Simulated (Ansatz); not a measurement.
A C vacancy in 4H-SiC, 191 atoms, charge +2 (h site)

All numbers come from Ansatz (PAW, plane waves, no spin–orbit coupling) at the single k point (¼, ¼, ¼) without its symmetry partners. The atoms were relaxed with PBEsol in a fixed cell; other functionals are single points on those atoms unless said otherwise. The valence top and gap of the host come from its small cell on a dense mesh, with the band extrema sought between the mesh points, lined up by the mean potential, PBEsol gap 2.12 eV, r²SCAN gap 2.60 eV. The charge correction uses an assumed dielectric constant of 9.7.

Cell: a = 12.312 Å, b = 15.994 Å, c = 10.076 Å, α = 90.00°, β = 90.00°, γ = 90.00°.

Nearest atoms after relaxation, from the placed atom (for vacancies from the middle of the vacant sites): Si at 1.99 Å, Si at 1.99 Å, Si at 2.00 Å, Si at 2.00 Å, C at 3.06 Å, C at 3.06 Å, C at 3.06 Å, C at 3.07 Å.

Chemical potentials μ are those of reference phases of the elements at zero temperature by the same functional (the usual solids, diamond for C, grey Sn, and the molecules H2, N2, O2, F2, Cl2, Br2 and S8).

```csv
functional,E(defect) − E(host) − Σ nμ + q·E_VBM (eV),monopole (eV),alignment (eV),formation energy at E_F = VBM (eV),moment (μB),"wall time, shared host"
PBEsol,1.75,0.63,-0.17,2.21,0.0,22 s on NVIDIA GB300 (relaxation)
r²SCAN,2.02,0.63,-0.15,2.50,0.0,21 s on NVIDIA GB300
```

r²SCAN one-electron levels near the gap (the ten most localised at most), from the host's valence top, not corrected for the charge's images:

```
level (eV)  spin  filling  atoms sharing it  element of the atom with most weight
     -0.18    up     1.00             102.9                                spread
     -0.18  down     1.00             102.9                                spread
     -0.08    up     1.00             123.1                                spread
     -0.08  down     1.00             123.1                                spread
      1.87    up     0.00              10.0                                    Si
      1.87  down     0.00              10.0                                    Si
      2.11    up     0.00              11.6                                    Si
      2.11  down     0.00              11.6                                    Si
      2.17    up     0.00              11.8                                    Si
      2.17  down     0.00              11.8                                    Si
```

All elements are taken at their own reference at once; growth conditions in equilibrium with the host shift these energies, by up to the host's formation enthalpy.

One k point and a cell of this size can leave errors of several tenths of an eV in such numbers.
